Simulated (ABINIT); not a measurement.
# A GW run on KBr (Fm-3m) in ABINIT, with inputs changed, part 2 of 2

Aim: change inputs of a GW run on KBr (Fm-3m) and see what moves.

ABINIT 10.8.3; PBE and many-body steps on it, plane waves. Known limits of the many-body steps: not at the basis limit; no spin-orbit coupling.

So far. Step 3 (Base): The gap on the mesh goes from 4.44 eV to 6.97 eV, a correction of +2.53 eV. Step 5 (No symmetry in the self-energy): Against G0W0 in ABINIT (4×4×4 mesh, 278 bands, screening to 217.7 eV, Godby-Needs plasmon pole), the gap moves by +0.000 eV.

**6. Fewer bands in the self-energy**

Level of this step: G0W0 on PBE, plane waves, norm-conserving pseudopotentials (ABINIT).

File run.abi:

```
acell 3*1.0 Angstrom
rprim 
  0.000000000000 3.300000000000 3.300000000000
  3.300000000000 -0.000000000000 3.300000000000
  3.300000000000 3.300000000000 0.000000000000
ntypat 2
znucl 19 35
natom 2
typat 1 2
xred 
  0.000000000000 0.000000000000 0.000000000000
  0.500000000000 0.500000000000 0.500000000000
pp_dirpath "pseudos"
pseudos "K.upf, Br.upf"
ecut 33
ngkpt 4 4 4
nshiftk 1
shiftk 0 0 0
kptopt 1
chksymbreak 0
istwfk *1
occopt 1
irdwfk 1
optdriver 4
nband 28
gwcalctyp 0
ecutsigx 33
symsigma 1
nkptgw 1
kptgw 
  0.0000000000 0.0000000000 0.0000000000
bdgw 
  6 12
ecuteps 8
irdscr 1
ppmodel 1
indata_prefix "in"
outdata_prefix "out"
tmpdata_prefix "tmp"
```

Started as:

```console
> OMP_NUM_THREADS=1 mpirun -n 4 abinit run.abi > log
```

Output:

```text
.Version 10.8.3 of ABINIT. v10.8.2 released Aug 2026.

 Symmetries : space group Fm -3 m (#225); Bravais cF (face-center cubic)
[... echo of the input left out ...]
== DATASET  1 ==================================================================
-   mpi_nproc: 4, omp_nthreads: 1 (-1 if OMP is not activated)

--- !DatasetInfo
iteration_state: {dtset: 1, }
dimensions: {natom: 2, nkpt: 8, mband: 28, nsppol: 1, nspinor: 1, nspden: 1, mpw: 4477, }
cutoff_energies: {ecut:  33.0, pawecutdg:  -1.0, }
electrons: {nelect:   1.60000000E+01, charge:   0.00000000E+00, occopt:   1.00000000E+00, tsmear:   1.00000000E-02, }

 SIGMA: Calculation of the GW corrections

 Based on a program developped by R.W. Godby, V. Olevano, G. Onida, and L. Reining.
 Incorporated in ABINIT by V. Olevano, G.-M. Rignanese, and M. Torrent.
.Using double precision arithmetic ; gwpc =  8

[... cell and pseudopotentials left out ...]
--------------------------------------------------------------------------------

 ==== K-mesh for the wavefunctions ====
 Number of points in the irreducible wedge :     8
[... list of points left out ...]
 Together with 48 symmetry operations and time-reversal symmetry
 yields    64 points in the full Brillouin Zone.

 ==== Q-mesh for screening function ====
 Number of points in the irreducible wedge :     8
[... list of points left out ...]
 Together with 48 symmetry operations and time-reversal symmetry
 yields    64 points in the full Brillouin Zone.

 vcoul_init : cutoff-mode = AUXILIARY_FUNCTION
 q-points for optical limit:   1
     1)      0.000010    0.000020    0.000030
 setmesh: FFT mesh size selected  =    45x   45x   45
          total number of points  =        91125

 Number of electrons calculated from density =   16.0000; Expected =   16.0000
[...]
number of q-points in BZ                           64
 number of frequencies for dSigma/dE                 9
 frequency step for dSigma/dE [eV]                0.25
 number of omega for Sigma on real axis              0
 max omega for Sigma on real axis  [eV]           0.00
 zcut for avoiding poles [eV]                     0.10

 EPSILON^-1 parameters (SCR file):
 dimension of the eps^-1 matrix on file            531
 dimension of the eps^-1 matrix used               531
 number of plane-waves for wavefunctions          4477
 number of bands                                   278
 number of q-points in IBZ                           8
 number of frequencies                               2
 number of real frequencies                          1
 number of imag frequencies                          1

 matrix elements of self-energy operator (all in [eV])

 Perturbative Calculation

--- !SelfEnergy_ee
iteration_state: {dtset: 1, }
kpoint     : [   0.000,    0.000,    0.000, ]
spin       : 1
KS_gap     :    4.436
QP_gap     :    6.507
Delta_QP_KS:    2.071
data: !SigmaeeData |
     Band     E0 <VxcDFT>   SigX SigC(E0)      Z dSigC/dE  Sig(E)    E-E0       E
        6  -0.010 -12.760 -16.565   2.509   0.823  -0.215 -13.827  -1.067  -1.076
        7  -0.010 -12.760 -16.565   2.509   0.823  -0.215 -13.827  -1.067  -1.076
        8  -0.010 -12.760 -16.565   2.509   0.823  -0.215 -13.827  -1.067  -1.076
        9   4.426  -6.661  -3.089  -2.417   0.870  -0.149  -5.656   1.004   5.431
       10   7.598  -8.409  -3.762  -2.363   0.867  -0.153  -6.428   1.981   9.579
       11   7.598  -8.409  -3.762  -2.363   0.867  -0.153  -6.428   1.981   9.579
       12   7.598  -8.409  -3.762  -2.363   0.867  -0.153  -6.428   1.981   9.579

== END DATASET(S) ==============================================================
================================================================================

 -outvars: echo values of variables after computation  --------
           etotal      0.0000000000E+00
            nband          28
             nkpt           8
          spgroup         225
 [... the other variables as echoed above ...]

 Calculation completed.
```

It took 10 s on 4 MPI ranks of Intel Xeon 6975P-C (Granite Rapids), shared host; peak memory 1.2 GiB; 35 s of CPU time.

Numbers from this step:

| Item | Value |
| --- | --- |
| G0W0 gap on the points computed | 6.507 eV |
| starting gap on the mesh | 4.436 eV |
| k of the valence top | 0, 0, 0 |
| k of the conduction bottom | 0, 0, 0 |
| Z at the valence top | 0.823 |
| Z at the conduction bottom | 0.87 |
| least direct G0W0 gap on the computed points | 6.507 eV |

**7. Smaller part of the screening matrix**

run.abi: that of step 6 with these lines changed.

```diff
@@ -24,3 +24,3 @@
 optdriver 4
-nband 28
+nband 278
 gwcalctyp 0
@@ -33,3 +33,3 @@
   6 12
-ecuteps 8
+ecuteps 2
 irdscr 1
```

Output:

```text
.Version 10.8.3 of ABINIT. v10.8.2 released Aug 2026.

 Symmetries : space group Fm -3 m (#225); Bravais cF (face-center cubic)
[... echo of the input left out ...]
== DATASET  1 ==================================================================
-   mpi_nproc: 4, omp_nthreads: 1 (-1 if OMP is not activated)

--- !DatasetInfo
iteration_state: {dtset: 1, }
dimensions: {natom: 2, nkpt: 8, mband: 278, nsppol: 1, nspinor: 1, nspden: 1, mpw: 4477, }
cutoff_energies: {ecut:  33.0, pawecutdg:  -1.0, }
electrons: {nelect:   1.60000000E+01, charge:   0.00000000E+00, occopt:   1.00000000E+00, tsmear:   1.00000000E-02, }

 SIGMA: Calculation of the GW corrections

 Based on a program developped by R.W. Godby, V. Olevano, G. Onida, and L. Reining.
 Incorporated in ABINIT by V. Olevano, G.-M. Rignanese, and M. Torrent.
.Using double precision arithmetic ; gwpc =  8

[... cell and pseudopotentials left out ...]
--------------------------------------------------------------------------------

 ==== K-mesh for the wavefunctions ====
 Number of points in the irreducible wedge :     8
[... list of points left out ...]
 Together with 48 symmetry operations and time-reversal symmetry
 yields    64 points in the full Brillouin Zone.

 ==== Q-mesh for screening function ====
 Number of points in the irreducible wedge :     8
[... list of points left out ...]
 Together with 48 symmetry operations and time-reversal symmetry
 yields    64 points in the full Brillouin Zone.

 vcoul_init : cutoff-mode = AUXILIARY_FUNCTION
 q-points for optical limit:   1
     1)      0.000010    0.000020    0.000030
 setmesh: FFT mesh size selected  =    45x   45x   45
          total number of points  =        91125

 Number of electrons calculated from density =   16.0000; Expected =   16.0000
[...]
number of q-points in BZ                           64
 number of frequencies for dSigma/dE                 9
 frequency step for dSigma/dE [eV]                0.25
 number of omega for Sigma on real axis              0
 max omega for Sigma on real axis  [eV]           0.00
 zcut for avoiding poles [eV]                     0.10

 EPSILON^-1 parameters (SCR file):
 dimension of the eps^-1 matrix on file            531
 dimension of the eps^-1 matrix used                59
 number of plane-waves for wavefunctions          4477
 number of bands                                   278
 number of q-points in IBZ                           8
 number of frequencies                               2
 number of real frequencies                          1
 number of imag frequencies                          1

 matrix elements of self-energy operator (all in [eV])

 Perturbative Calculation

--- !SelfEnergy_ee
iteration_state: {dtset: 1, }
kpoint     : [   0.000,    0.000,    0.000, ]
spin       : 1
KS_gap     :    4.436
QP_gap     :    6.650
Delta_QP_KS:    2.215
data: !SigmaeeData |
     Band     E0 <VxcDFT>   SigX SigC(E0)      Z dSigC/dE  Sig(E)    E-E0       E
        6  -0.010 -12.760 -16.565   1.840   0.824  -0.213 -14.380  -1.619  -1.629
        7  -0.010 -12.760 -16.565   1.840   0.824  -0.213 -14.380  -1.619  -1.629
        8  -0.010 -12.760 -16.565   1.840   0.824  -0.213 -14.380  -1.619  -1.629
        9   4.426  -6.661  -3.089  -2.885   0.867  -0.153  -6.066   0.595   5.021
       10   7.598  -8.409  -3.762  -3.026   0.862  -0.160  -7.011   1.398   8.996
       11   7.598  -8.409  -3.762  -3.026   0.862  -0.160  -7.011   1.398   8.996
       12   7.598  -8.409  -3.762  -3.026   0.862  -0.160  -7.011   1.398   8.996

== END DATASET(S) ==============================================================
================================================================================

 -outvars: echo values of variables after computation  --------
           etotal      0.0000000000E+00
            nband         278
             nkpt           8
          spgroup         225
 [... the other variables as echoed above ...]

 Calculation completed.
```

Run time: 5.8 s. Hardware: 4 MPI ranks; peak memory 0.74 GiB.

Numbers from this step:

```
G0W0 gap on the points computed              : 6.65 eV
starting gap on the mesh                     : 4.436 eV
k of the valence top                         : 0, 0, 0
k of the conduction bottom                   : 0, 0, 0
Z at the valence top                         : 0.824
Z at the conduction bottom                   : 0.867
least direct G0W0 gap on the computed points : 6.65 eV
```

**8. Screening cutoff above the file's**

run.abi: that of step 7 with these lines changed.

```diff
@@ -33,3 +33,3 @@
   6 12
-ecuteps 2
+ecuteps 32
 irdscr 1
```

Output:

```text
.Version 10.8.3 of ABINIT. v10.8.2 released Aug 2026.

 Symmetries : space group Fm -3 m (#225); Bravais cF (face-center cubic)
[... echo of the input left out ...]
== DATASET  1 ==================================================================
-   mpi_nproc: 4, omp_nthreads: 1 (-1 if OMP is not activated)

--- !DatasetInfo
iteration_state: {dtset: 1, }
dimensions: {natom: 2, nkpt: 8, mband: 278, nsppol: 1, nspinor: 1, nspden: 1, mpw: 4477, }
cutoff_energies: {ecut:  33.0, pawecutdg:  -1.0, }
electrons: {nelect:   1.60000000E+01, charge:   0.00000000E+00, occopt:   1.00000000E+00, tsmear:   1.00000000E-02, }

 SIGMA: Calculation of the GW corrections

 Based on a program developped by R.W. Godby, V. Olevano, G. Onida, and L. Reining.
 Incorporated in ABINIT by V. Olevano, G.-M. Rignanese, and M. Torrent.
.Using double precision arithmetic ; gwpc =  8

[... cell and pseudopotentials left out ...]
--------------------------------------------------------------------------------

 ==== K-mesh for the wavefunctions ====
 Number of points in the irreducible wedge :     8
[... list of points left out ...]
 Together with 48 symmetry operations and time-reversal symmetry
 yields    64 points in the full Brillouin Zone.

 ==== Q-mesh for screening function ====
 Number of points in the irreducible wedge :     8
[... list of points left out ...]
 Together with 48 symmetry operations and time-reversal symmetry
 yields    64 points in the full Brillouin Zone.

 vcoul_init : cutoff-mode = AUXILIARY_FUNCTION
 q-points for optical limit:   1
     1)      0.000010    0.000020    0.000030
 setmesh: FFT mesh size selected  =    45x   45x   45
          total number of points  =        91125

 Number of electrons calculated from density =   16.0000; Expected =   16.0000
[...]
number of q-points in BZ                           64
 number of frequencies for dSigma/dE                 9
 frequency step for dSigma/dE [eV]                0.25
 number of omega for Sigma on real axis              0
 max omega for Sigma on real axis  [eV]           0.00
 zcut for avoiding poles [eV]                     0.10

 EPSILON^-1 parameters (SCR file):
 dimension of the eps^-1 matrix on file            531
 dimension of the eps^-1 matrix used               531
 number of plane-waves for wavefunctions          4477
 number of bands                                   278
 number of q-points in IBZ                           8
 number of frequencies                               2
 number of real frequencies                          1
 number of imag frequencies                          1

 matrix elements of self-energy operator (all in [eV])

 Perturbative Calculation

--- !SelfEnergy_ee
iteration_state: {dtset: 1, }
kpoint     : [   0.000,    0.000,    0.000, ]
spin       : 1
KS_gap     :    4.436
QP_gap     :    6.970
Delta_QP_KS:    2.534
data: !SigmaeeData |
     Band     E0 <VxcDFT>   SigX SigC(E0)      Z dSigC/dE  Sig(E)    E-E0       E
        6  -0.010 -12.760 -16.565   1.420   0.813  -0.229 -14.700  -1.940  -1.949
        7  -0.010 -12.760 -16.565   1.420   0.813  -0.229 -14.700  -1.940  -1.949
        8  -0.010 -12.760 -16.565   1.420   0.813  -0.229 -14.700  -1.940  -1.949
        9   4.426  -6.661  -3.089  -2.884   0.865  -0.157  -6.066   0.594   5.021
       10   7.598  -8.409  -3.762  -3.095   0.858  -0.165  -7.077   1.333   8.931
       11   7.598  -8.409  -3.762  -3.095   0.858  -0.165  -7.077   1.333   8.931
       12   7.598  -8.409  -3.762  -3.095   0.858  -0.165  -7.077   1.333   8.931

== END DATASET(S) ==============================================================
================================================================================

 -outvars: echo values of variables after computation  --------
           etotal      0.0000000000E+00
            nband         278
             nkpt           8
          spgroup         225
 [... the other variables as echoed above ...]

 Calculation completed.
```

The job ended after 61 s (4 MPI ranks; peak memory 2.8 GiB).

The run ended normally, though the input holds a fault or crude settings.

The fault put into this input: screening cutoff above the file's. It printed a gap of 6.97 eV, the value of the sound run: the program fell back on what its files hold, so an unchanged gap is no proof of convergence.

**9. The runs together**

Times are wall times on 4 MPI ranks of Intel Xeon 6975P-C (Granite Rapids), shared host, good to a factor of about two. A run's time includes the screening step that it read.

| run | mesh | bands | screening cutoff (eV) | DFT gap (eV) | gap on the mesh (eV) | direct (eV) | ε∞ used | time |
| --- | --- | --- | --- | --- | --- | --- | --- | --- |
| base | 4×4×4 | 278 | 217.7 | 4.436 | 6.970 | 6.970 | 2.37 | 3.6 min |
| scissors in G | 4×4×4 | 278 | 217.7 | 4.436 | 7.058 | 7.058 | 2.37 | 3.6 min |
| no symmetry in the self-energy | 4×4×4 | 278 | 217.7 | 4.436 | 6.970 | 6.970 | 2.37 | 10 min |
| fewer bands in the self-energy | 4×4×4 | 28 | 217.7 | 4.436 | 6.507 | 6.507 | 2.37 | 2.7 min |
| smaller part of the screening matrix | 4×4×4 | 278 | 54.4 | 4.436 | 6.650 | 6.650 | 2.37 | 2.7 min |

**10. What came out**

| Quantity | Value |
| --- | --- |
| base | 6.970 eV |
| scissors in G | 7.058 eV |
| no symmetry in the self-energy | 6.970 eV |
| fewer bands in the self-energy | 6.507 eV |
| smaller part of the screening matrix | 6.650 eV |
| known limits | not at the basis limit; no spin-orbit coupling |

What this shows: Scissors in G: +0.088 eV against base (keys changed: mbpt_sciss). No symmetry in the self-energy: no change against base (keys changed: symsigma). Fewer bands in the self-energy: −0.463 eV against base (keys changed: nband). Smaller part of the screening matrix: −0.320 eV against base (keys changed: ecuteps). Bands and cutoff are finite, so the gap is not at the basis limit. The miss can reach some tenths of an eV and take either sign; the mesh is an error of its own. In the G0W0 runs levels were corrected at 1 k point alone, so a gap called «on the mesh» is the least over those, and an edge elsewhere would be missed. The many-body steps are scalar-relativistic: spin-orbit coupling is not in them.

[Paths, hosts, dates, memory and timing lines, banners, echoed tables and standing remarks are left out of the program output.]

[Logs are printed without paths, hosts, clocks, repeated set-up lines and the standing remarks that a program may print on its own settings, such as how far it seeks lower states.]

[Runs of the session that timed out or met a known fault of the program may be left out.]

[Hosts, paths, dates, database ids (printed as entryN), source tags and the programs' standing remarks are cut or masked in the printed files.]

[G0W0 gaps are taken among the corrected bands and points alone; a level outside them can change the order at an edge.]

[Where Ansatz stands beside ABINIT at settings called matched, ABINIT's density can come from a denser mesh and the files from another edition; pairs whose starting gaps differed by over 0.03 eV were left out, so agreement reads better than it is.]
